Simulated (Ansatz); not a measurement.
**ZrN (Fm-3m): point defect (vacancy) in a supercell**

What does a point defect do in ZrN (Fm-3m)? The task is a point defect (vacancy) in a supercell, for ZrN (Fm-3m).

The COD entry's cell or inner coordinates are ideal or old and differ from later refinements, so a difference from it is no clean test against experiment.

Computed with Ansatz 0.2.0 through its Python package. Level of theory: DFT PBEsol, plane waves, PAW.

## Step 1: The structure

It takes space group Fm-3m (No. 225, cubic). The conventional cell has a = 4.600 Å, b = 4.600 Å, c = 4.600 Å, α = 90.00°, β = 90.00°, γ = 90.00°. Zr (site symmetry m-3m) is surrounded by 6 N at 2.30 Å. N (site symmetry m-3m) has 6 Zr at 2.30 Å as nearest neighbours.

No structure file is read: the coordinates are typed or built in the script.

## Step 2: The script

Input file run_defect.py:

```python
"""Point defect (vacancy) in ZrN."""

import warnings

import ansatz as az
import numpy as np

warnings.simplefilter("ignore", az.DeckWarning)

vectors = np.array([
    [0.0, 2.3, 2.3],
    [2.3, 0.0, 2.3],
    [2.3, 2.3, 0.0],
])
xtal = (
    az.Lattice.of(vectors)
    .atom("Zr", (0.5, 0.5, 0.5))
    .atom("N", (0.0, 0.0, 0.0))
)
host = xtal.supercell(2, 2, 2)
defective = host.vacancy("Zr", at=(0.5, 0.5, 0.5))

def with_settings(structure):
    return (
        structure.calculation()
        .functional("pbesol")
        .mixing("broyden", beta=0.1)
        .eigensolver("davidson", mixed_precision=False)
        .kpoints(spacing=0.44)  # the mesh must be finer for metals
        .scf(tolerance=1e-06)
        .occupations(az.OccupationsMethod.COLD, width=0.15)  # smearing steadies the SCF of a metal
        .band_table()  # levels at the mesh points
    )


perfect = with_settings(host).run().report
base = with_settings(defective)
base = base.relax(force_tolerance=0.03, max_steps=40)
done = base.run()
data = done.report

n_host, n_defect = len(perfect["lattice"]["sites"]), len(data["lattice"]["sites"])
print(f"perfect cell: {n_host} atoms, F = {perfect['free_energy_ev']:.4f} eV")
print(f"defect cell:  {n_defect} atoms, F = {data['free_energy_ev']:.4f} eV")
# chemical potentials are still to be added to this difference
print(f"difference {data['free_energy_ev'] - perfect['free_energy_ev']:.4f} eV (no chemical potentials)")

start = np.array([site.position for site in defective.resolved().sites])
step = np.array([site.position_frac for site in done.lattice.sites]) - start
moved = np.linalg.norm((step - np.round(step)) @ done.lattice.cell_ang, axis=1)
print("relaxation by atom (A):", " ".join(f"{site.symbol}:{d:.3f}" for site, d in zip(done.lattice.sites, moved)))

pull = np.linalg.norm(data["forces_ev_ang"], axis=1)
for atom in np.argsort(-pull)[:5]:
    print(f"force on {done.lattice.sites[atom].symbol}{atom}: {pull[atom]:.3f} eV/A")
```

## Step 3: The run

The run is started by

```bash
$ python run_defect.py
```

What it wrote:

```text
perfect cell: 16 atoms, F = -36087.8977 eV
defect cell:  15 atoms, F = -31955.1316 eV
difference 4132.7661 eV (no chemical potentials)
relaxation by atom (A): N:0.000 Zr:0.000 N:0.092 Zr:0.000 N:0.092 Zr:0.000 N:0.092 Zr:0.000 N:0.092 Zr:0.000 N:0.092 Zr:0.000 N:0.092 Zr:0.000 N:0.000
force on N6: 0.006 eV/A
force on N8: 0.006 eV/A
force on N2: 0.006 eV/A
force on N12: 0.006 eV/A
force on N4: 0.006 eV/A
```

It took 36 s on 1 thread of Arm Neoverse V1, shared host; peak memory 0.56 GiB.

## Step 4: What the script built

Run 2 starts from these 15 atoms:

```xyz
15
Lattice="0.000 4.600 4.600 4.600 0.000 4.600 4.600 4.600 0.000" Properties=species:S:1:pos:R:3 pbc="T T T"
N     0.000    0.000    0.000
Zr    4.600    4.600    2.300
N     2.300    2.300    0.000
Zr    4.600    2.300    4.600
N     2.300    0.000    2.300
Zr    6.900    4.600    4.600
N     4.600    2.300    2.300
Zr    2.300    4.600    4.600
N     0.000    2.300    2.300
Zr    4.600    6.900    4.600
N     2.300    4.600    2.300
Zr    4.600    4.600    6.900
N     2.300    2.300    4.600
Zr    6.900    6.900    6.900
N     4.600    4.600    4.600
```

## Step 5: Run by run

One row for each of the 2 runs:

```
run   kind of run            system  energy (eV/atom)  SCF cycles in all  CPU time (s)
  1  single point    ZrN (16 atoms)        -2255.4936                 10           6.8
  2    relaxation  Zr7N8 (15 atoms)        -2130.3421                 38            28
```

Energies are free energies F = E - TS of the smeared occupations. Totals carry meaning only in balanced differences at one level of theory.

## Step 6: How the relaxation of run 2 went

Step by step:

```
step  energy from step 1 (eV/cell)  largest force component (eV/Å)
   1                        0.0000                          1.3155
   2                       -0.1046                          1.2902
   3                       -0.3667                          0.1457
   4                       -0.3707                          0.0064
```

Step 1 is the start.

## Step 7: What came out

| quantity | value |
| --- | --- |
| runs compared | 2 |
| moves of the relaxation of run 2 | 3 |
| energy gained in run 2 | 24.7 meV/atom |
| last largest force component of run 2 | 0.0064 eV/Å |

What this shows: The dearest, run 2 (relaxation), took some 4.2 times as long as run 1 (single point). A formation energy would need chemical potentials for the atoms added or removed, which the two totals don't give. The cell is small, so the defect feels its images. Run 2: After 3 moves the largest shift is 0.092 Å. Reading the output:
- No spin polarisation was allowed.
- For a metal this k-point mesh is coarse: on a finer one energies can move by several to tens of meV an atom and pressures by half a GPa or more, differences at one mesh by less.
- The program warned that this SCF threshold is loose for forces or stresses.
- Of the deposited cell: the entry's cell lengths or inner coordinates differ somewhat from later room-temperature determinations.
- The difference holds no chemical potentials.
- Errors of mesh and smearing per atom add up over the supercell, so the energy can be off by tenths of an eV.
- The supercell is small, so the defect meets its images and the energies aren't those of an isolated defect; a partly filled defect level may also lower its energy by spin or distortion. For a charged cell the difference holds no correction, alignment or term for the electrons' reservoir.
